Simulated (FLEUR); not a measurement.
Here is a FLEUR MaX-R8.1 (patched build s14) calculation.

inp.xml

```xml
<?xml version="1.0" encoding="UTF-8" standalone="no"?>
<fleurInput fleurInputVersion="0.39">
   <comment>
      CdS                                                                                                 
   </comment>
   <calculationSetup>
      <cutoffs Kmax="4.21" Gmax="13.1" GmaxXC="13.1" numbands="0"/>
      <scfLoop itmax="60" minDistance="0.00001" maxIterBroyd="15" imix="Anderson" alpha="0.05" precondParam="0.0" spinf="2.0"/>
      <coreElectrons ctail="T" frcor="F" kcrel="0" coretail_lmax="0"/>
      <xcFunctional name="rpbe" relativisticCorrections="F"/>
      <magnetism jspins="1"/>
      <soc l_soc="F" theta="0.0" phi="0.0" spav="F"/>
      <expertModes spex="0" secvar="F"/>
      <geometryOptimization l_f="F" forcealpha="1.0" forcemix="BFGS" epsdisp="0.00001" epsforce="0.00001"/>
      <ldaU l_linMix="F" mixParam="0.05" spinf="1.0"/>
   </calculationSetup>
   <cell>
      <bzIntegration valenceElectrons="52.0" mode="hist" fermiSmearingEnergy="0.00183747">
         <kPointListSelection listName="default-1"/>
         <!-- k-points included here -->
         <xi:include xmlns:xi="http://www.w3.org/2001/XInclude" href="kpts.xml"> </xi:include>
      </bzIntegration>
      <!-- symmetry operations included here -->
      <xi:include xmlns:xi="http://www.w3.org/2001/XInclude" href="sym.xml"> </xi:include>
      <bulkLattice scale="1.0">
         <bravaisMatrix>
            <row-1>    7.8423634170900005     0.0000000000000000     0.0000000000000000</row-1>
            <row-2>   -3.9211817085450003     6.7916859448994336     0.0000000000000000</row-2>
            <row-3>    0.0000000000000000     0.0000000000000000    12.7310849014301990</row-3>
         </bravaisMatrix>
      </bulkLattice>
   </cell>
   <atomSpecies>
      <species name="Cadmium (Cd)" element="Cd" atomicNumber="48">
         <mtSphere radius="2.53" gridPoints="837" logIncrement="0.015"/>
         <atomicCutoffs lmax="10" lnonsphr="8"/>
         <electronConfig flipSpins="F">
            <coreConfig>(1s1/2) (2s1/2) (2p1/2) (2p3/2) (3s1/2) (3p1/2) (3p3/2) (3d3/2) (3d5/2)</coreConfig>
            <valenceConfig>(4s1/2) (4p1/2) (4p3/2) (5s1/2) (4d3/2) (4d5/2)</valenceConfig>
         </electronConfig>
         <energyParameters s="5" p="5" d="4" f="4"/>
         <lo type="SCLO" l="0" n="4" eDeriv="0"/>
         <lo type="SCLO" l="1" n="4" eDeriv="0"/>
         <lo type="SCLO" l="1" n="4" eDeriv="1"/>
         <lo type="SCLO" l="2" n="4" eDeriv="2"/>
         <lo type="SCLO" l="3" n="4" eDeriv="2"/>
      </species>
      <species name="Sulfur (S)" element="S" atomicNumber="16">
         <mtSphere radius="1.9" gridPoints="629" logIncrement="0.018"/>
         <atomicCutoffs lmax="8" lnonsphr="6"/>
         <electronConfig flipSpins="F">
            <coreConfig>(1s1/2) (2s1/2) (2p1/2) (2p3/2)</coreConfig>
            <valenceConfig>(3s1/2) (3p1/2) (3p3/2)</valenceConfig>
            <stateOccupation state="(3p1/2)" spinUp="0.666667" spinDown="0.666667"/>
            <stateOccupation state="(3p3/2)" spinUp="1.333333" spinDown="1.333333"/>
         </electronConfig>
         <energyParameters s="3" p="3" d="3" f="4"/>
         <lo type="SCLO" l="0" n="3" eDeriv="2"/>
         <lo type="SCLO" l="1" n="3" eDeriv="2"/>
         <lo type="SCLO" l="2" n="3" eDeriv="2"/>
         <lo type="SCLO" l="3" n="4" eDeriv="2"/>
      </species>
   </atomSpecies>
   <atomGroups>
      <atomGroup species="Cadmium (Cd)">
         <relPos label="                   1">-1.000/3.000 1.000/3.000 1.000/2.000</relPos>
         <relPos label="                   2">1.000/3.000 -1.000/3.000 .0000000000</relPos>
         <force calculate="T" relaxXYZ="TTT"/>
      </atomGroup>
      <atomGroup species="Sulfur (S)">
         <relPos label="                   3">-1.000/3.000 1.000/3.000 -1.000/8.000</relPos>
         <relPos label="                   4">1.000/3.000 -1.000/3.000 3.000/8.000</relPos>
         <force calculate="T" relaxXYZ="TTT"/>
      </atomGroup>
   </atomGroups>
   <output dos="F" band="F" slice="F">
      <checks vchk="F" cdinf="F"/>
      <bandDOS minEnergy="-.5*Htr" maxEnergy="0.5*Htr" sigma="0.015" storeEVData="T"/>
      <vacuumDOS vacdos="F" integ="F" star="F" nstars="0" locx1="0.0" locy1="0.0" locx2="0.0" locy2="0.0" nstm="0" tworkf="0.0"/>
      <unfoldingBand unfoldBand="F" supercellX="1" supercellY="1" supercellZ="1"/>
      <plotting iplot="0" polar="F">
         <plot TwoD="T" vec1="  1.0  0.0  0.0" vec2="  0.0  1.0  0.0" vec3="  0.0  0.0  1.0" zero="  0.0  0.0  0.0" file="plot"/>
      </plotting>
      <chargeDensitySlicing numkpt="0" minEigenval="0.0" maxEigenval="0.0" nnne="0" pallst="F"/>
      <specialOutput eonly="F"/>
      <magneticCircularDichroism mcd="F" energyLo="-10.0" energyUp="0.0"/>
   </output>
  <!-- We include the file relax.xml here to enable relaxations (see documentation) -->
  <xi:include xmlns:xi="http://www.w3.org/2001/XInclude" href="relax.xml"> <xi:fallback/> </xi:include>
</fleurInput>
```

Contents of crystal.txt:

```
CdS
&input cartesian=F /
4.1500000000  0.0000000000  0.0000000000
-2.0750000000  3.5940054257  0.0000000000
0.0000000000  0.0000000000  6.7370000000
1.8897261246
1.0 1.0 1.0

4
48 0.6666666667  0.3333333333  0.5000000000
48 0.3333333333  0.6666666667  0.0000000000
16 0.6666666667  0.3333333333  0.8750000000
16 0.3333333333  0.6666666667  0.3750000000

&kpt div1=7 div2=7 div3=4 gamma=T /
```

inp.xml (bands)

```
<?xml version="1.0" encoding="UTF-8" standalone="no"?>
<fleurInput fleurInputVersion="0.39">
   <comment>
      CdS                                                                                                 
   </comment>
   <calculationSetup>
      <cutoffs Kmax="4.21" Gmax="13.1" GmaxXC="13.1" numbands="0"/>
      <scfLoop itmax="60" minDistance="0.00001" maxIterBroyd="15" imix="Anderson" alpha="0.05" precondParam="0.0" spinf="2.0"/>
      <coreElectrons ctail="T" frcor="F" kcrel="0" coretail_lmax="0"/>
      <xcFunctional name="rpbe" relativisticCorrections="F"/>
      <magnetism jspins="1"/>
      <soc l_soc="F" theta="0.0" phi="0.0" spav="F"/>
      <expertModes spex="0" secvar="F"/>
      <geometryOptimization l_f="F" forcealpha="1.0" forcemix="BFGS" epsdisp="0.00001" epsforce="0.00001"/>
      <ldaU l_linMix="F" mixParam="0.05" spinf="1.0"/>
   </calculationSetup>
   <cell>
      <bzIntegration valenceElectrons="52.0" mode="hist" fermiSmearingEnergy="0.00183747">
         <kPointListSelection listName="path-1"/>
         <!-- k-points included here -->
         <xi:include xmlns:xi="http://www.w3.org/2001/XInclude" href="kpts.xml"> </xi:include>
      </bzIntegration>
      <!-- symmetry operations included here -->
      <xi:include xmlns:xi="http://www.w3.org/2001/XInclude" href="sym.xml"> </xi:include>
      <bulkLattice scale="1.0">
         <bravaisMatrix>
            <row-1>    7.8423634170900005     0.0000000000000000     0.0000000000000000</row-1>
            <row-2>   -3.9211817085450003     6.7916859448994336     0.0000000000000000</row-2>
            <row-3>    0.0000000000000000     0.0000000000000000    12.7310849014301990</row-3>
         </bravaisMatrix>
      </bulkLattice>
   </cell>
   <atomSpecies>
      <species name="Cadmium (Cd)" element="Cd" atomicNumber="48">
         <mtSphere radius="2.53" gridPoints="837" logIncrement="0.015"/>
         <atomicCutoffs lmax="10" lnonsphr="8"/>
         <electronConfig flipSpins="F">
            <coreConfig>(1s1/2) (2s1/2) (2p1/2) (2p3/2) (3s1/2) (3p1/2) (3p3/2) (3d3/2) (3d5/2)</coreConfig>
            <valenceConfig>(4s1/2) (4p1/2) (4p3/2) (5s1/2) (4d3/2) (4d5/2)</valenceConfig>
         </electronConfig>
         <energyParameters s="5" p="5" d="4" f="4"/>
         <lo type="SCLO" l="0" n="4" eDeriv="0"/>
         <lo type="SCLO" l="1" n="4" eDeriv="0"/>
         <lo type="SCLO" l="1" n="4" eDeriv="1"/>
         <lo type="SCLO" l="2" n="4" eDeriv="2"/>
         <lo type="SCLO" l="3" n="4" eDeriv="2"/>
      </species>
      <species name="Sulfur (S)" element="S" atomicNumber="16">
         <mtSphere radius="1.9" gridPoints="629" logIncrement="0.018"/>
         <atomicCutoffs lmax="8" lnonsphr="6"/>
         <electronConfig flipSpins="F">
            <coreConfig>(1s1/2) (2s1/2) (2p1/2) (2p3/2)</coreConfig>
            <valenceConfig>(3s1/2) (3p1/2) (3p3/2)</valenceConfig>
            <stateOccupation state="(3p1/2)" spinUp="0.666667" spinDown="0.666667"/>
            <stateOccupation state="(3p3/2)" spinUp="1.333333" spinDown="1.333333"/>
         </electronConfig>
         <energyParameters s="3" p="3" d="3" f="4"/>
         <lo type="SCLO" l="0" n="3" eDeriv="2"/>
         <lo type="SCLO" l="1" n="3" eDeriv="2"/>
         <lo type="SCLO" l="2" n="3" eDeriv="2"/>
         <lo type="SCLO" l="3" n="4" eDeriv="2"/>
      </species>
   </atomSpecies>
   <atomGroups>
      <atomGroup species="Cadmium (Cd)">
         <relPos label="                   1">-1.000/3.000 1.000/3.000 1.000/2.000</relPos>
         <relPos label="                   2">1.000/3.000 -1.000/3.000 .0000000000</relPos>
         <force calculate="T" relaxXYZ="TTT"/>
      </atomGroup>
      <atomGroup species="Sulfur (S)">
         <relPos label="                   3">-1.000/3.000 1.000/3.000 -1.000/8.000</relPos>
         <relPos label="                   4">1.000/3.000 -1.000/3.000 3.000/8.000</relPos>
         <force calculate="T" relaxXYZ="TTT"/>
      </atomGroup>
   </atomGroups>
   <output dos="F" band="T" slice="F">
      <checks vchk="F" cdinf="F"/>
      <bandDOS minEnergy="-.5*Htr" maxEnergy="0.5*Htr" sigma="0.015" storeEVData="T"/>
      <vacuumDOS vacdos="F" integ="F" star="F" nstars="0" locx1="0.0" locy1="0.0" locx2="0.0" locy2="0.0" nstm="0" tworkf="0.0"/>
      <unfoldingBand unfoldBand="F" supercellX="1" supercellY="1" supercellZ="1"/>
      <plotting iplot="0" polar="F">
         <plot TwoD="T" vec1="  1.0  0.0  0.0" vec2="  0.0  1.0  0.0" vec3="  0.0  0.0  1.0" zero="  0.0  0.0  0.0" file="plot"/>
      </plotting>
      <chargeDensitySlicing numkpt="0" minEigenval="0.0" maxEigenval="0.0" nnne="0" pallst="F"/>
      <specialOutput eonly="F"/>
      <magneticCircularDichroism mcd="F" energyLo="-10.0" energyUp="0.0"/>
   </output>
  <!-- We include the file relax.xml here to enable relaxations (see documentation) -->
  <xi:include xmlns:xi="http://www.w3.org/2001/XInclude" href="relax.xml"> <xi:fallback/> </xi:include>
</fleurInput>
```

Potentials or basis: all-electron, FLAPW.

Command:

```bash
$ inpgen -f crystal.txt -profile fastHighL
$ # inp.xml edited to the form shown
$ fleur
$ fleur   # second run, on inp.xml (bands)
```

(1) Estimate the band gap on the k mesh.

(2) Predict the band gap along the path.

Answers

(1) 1.34 eV, direct.

(2) 1.34 eV, direct.

**What was measured.**

“Isotope dependence of band-gap energy”, 2008, arxiv:0807.2152 quotes, for a bulk crystal of CdS: band gap 2.5809 ± 0.0002 eV.

Measured gap of CdS: 2.5809 eV (quoted in “Isotope dependence of band-gap energy”, 2008, arxiv:0807.2152). This calculation gives 1.34 eV (-1.25 eV). Spin-orbit coupling on Cd is left out. The value is that of revPBE, without temperature or zero-point motion. Semilocal functionals fall short of measured gaps as a rule.
